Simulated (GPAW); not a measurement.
Here is a GPAW 26.7.0 calculation.

The input run.py:

```python
from ase.dft.bandgap import bandgap
from ase.io import read, write
from ase.units import GPa
from gpaw import GPAW, PW

atoms = read('Hf.xyz')

calc = GPAW(mode=PW(600),
            xc='PBE',
            kpts={'size': (7, 7, 7), 'gamma': True},
            occupations={'name': 'fermi-dirac', 'width': 0.05},
            nbands=14,
            convergence={'density': 1e-05, 'energy': 1e-05},
            maxiter=75,
            txt='gpaw.txt')
atoms.calc = calc
energy = atoms.get_potential_energy()
forces = atoms.get_forces()
stress = atoms.get_stress()
calc.write('gs.gpw')
write('result.traj', atoms)
print(f'Energy: {energy:.6f} eV')
print('Forces (eV/A):')
print(forces.round(4))
print('Stress (GPa):', (stress / GPa).round(3))
print('Fermi level:', round(calc.get_fermi_level(), 4), 'eV')
print(f'Gap: {bandgap(calc)[0]:.4f} eV, direct: {bandgap(calc, direct=True)[0]:.4f} eV')
```

The input Hf.xyz:

```xyz
1
Lattice="-1.8050000000 1.8050000000 1.8050000000 1.8050000000 -1.8050000000 1.8050000000 1.8050000000 1.8050000000 -1.8050000000" Properties=species:S:1:pos:R:3 pbc="T T T"
Hf     0.0000000000      0.0000000000      0.0000000000
```

Potentials or basis: GPAW PAW data sets (gpaw-data 1.2.1), pw.

Command:

```console
$ OMP_NUM_THREADS=1 python run.py
```

(1) Estimate the band gap on the k mesh.

(2) Estimate the pressure.

## Answers

(1) none (metal or under the smearing width).

(2) -3.8 GPa.
